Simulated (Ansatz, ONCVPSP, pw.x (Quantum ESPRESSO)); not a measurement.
From atom to crystal: ONCV potential for Ga

```
Element                 : gallium
Generator               : ONCVPSP 4.0.1.1 (patched build)
Type                    : optimised norm-conserving Vanderbilt (ONCV)
Functional              : PBEsol
Relativity              : scalar-relativistic
Frozen core             : [Ar] 3d10
Valence charge          : 3
Reference configuration : 4s2 4p1
Partial waves           : 4s: rc 1.75 bohr, ncon 3, nbas 7, qcut 3.5 1/bohr, local; 4p: rc 2.15 bohr, ncon 5, nbas 10, qcut 4.5 1/bohr, 2 projectors, debl 3.3 Ha; d scattering state at 0.33 Ha: rc 2.30 bohr, ncon 4, nbas 7, qcut 4.4 1/bohr, 1 projector
Local potential         : the s channel
Core correction         : polynomial model core, fcfact 0.3
```

Crystal test: fcc Ga in pw.x 7.5, no spin, 14³ k-points, Fermi–Dirac smearing 0.01 Ry, cutoffs 95/380 Ry. The lattice is a test structure that the element need not adopt, and mesh and smearing are coarse.

pw.x input:

```
&control
  calculation='scf', prefix='x', pseudo_dir='./', outdir='./tmp', tstress=.true., disk_io='low'
/
&system
  ibrav=0, nat=1, ntyp=1, ecutwfc=95, ecutrho=380, nbnd=8,
  occupations='smearing', smearing='fd', degauss=0.01
/
&electrons
  conv_thr=1e-09, mixing_beta=0.4, electron_maxstep=70
/
ATOMIC_SPECIES
Ga 1.0 Ga.UPF
CELL_PARAMETERS angstrom
  0.00000000 2.06912501 2.06912501
  2.06912501 0.00000000 2.06912501
  2.06912501 2.06912501 0.00000000
ATOMIC_POSITIONS crystal
Ga 0.0000 0.0000 0.0000
K_POINTS automatic
14 14 14 0 0 0
```

```bash
pw.x < Ga.scf.in > Ga.scf.out
```

Task: How does the run end?

Result: It converges; the pressure is -2.02 GPa against 0.07 GPa from all-electron LAPW. This is a poor potential for the solid. The log shows:

```
Message from routine setup:
     using ibrav=0 with symmetry is DISCOURAGED, use correct ibrav instead
     lattice parameter (alat)  =       5.5297  a.u.
     unit-cell volume          =     119.5602 (a.u.)^3
     number of electrons       =         3.00
     number of Kohn-Sham states=            8
     kinetic-energy cutoff     =      95.0000  Ry
     charge density cutoff     =     380.0000  Ry
     scf convergence threshold =      1.0E-09
     Exchange-correlation= PBESOL
     number of k points=   104  Fermi-Dirac smearing, width (Ry)=  0.0100
     iteration #  1     ecut=    95.00 Ry     beta= 0.40
     total energy              =      -6.20144547 Ry
     estimated scf accuracy    <       0.00364213 Ry
     iteration #  2     ecut=    95.00 Ry     beta= 0.40
     total energy              =      -6.20094745 Ry
     estimated scf accuracy    <       0.00112729 Ry
     iteration #  3     ecut=    95.00 Ry     beta= 0.40
     total energy              =      -6.20100867 Ry
     estimated scf accuracy    <       0.00000193 Ry
     iteration #  4     ecut=    95.00 Ry     beta= 0.40
     total energy              =      -6.20101099 Ry
     estimated scf accuracy    <       0.00000006 Ry
     iteration #  5     ecut=    95.00 Ry     beta= 0.40
     total energy              =      -6.20101099 Ry
     estimated scf accuracy    <       0.00000001 Ry
     iteration #  6     ecut=    95.00 Ry     beta= 0.40
     the Fermi energy is     6.3482 ev
!    total energy              =      -6.20101099 Ry
     estimated scf accuracy    <          6.2E-11 Ry
     smearing contrib. (-TS)   =      -0.00166234 Ry
     The total energy is F=E-TS. E is the sum of the following terms:
     one-electron contribution =       2.67684999 Ry
     hartree contribution      =       0.01523740 Ry
     xc contribution           =      -3.61484796 Ry
     ewald contribution        =      -5.27658808 Ry
     convergence has been achieved in   6 iterations
          total   stress  (Ry/bohr**3)                   (kbar)     P=      -20.19
```
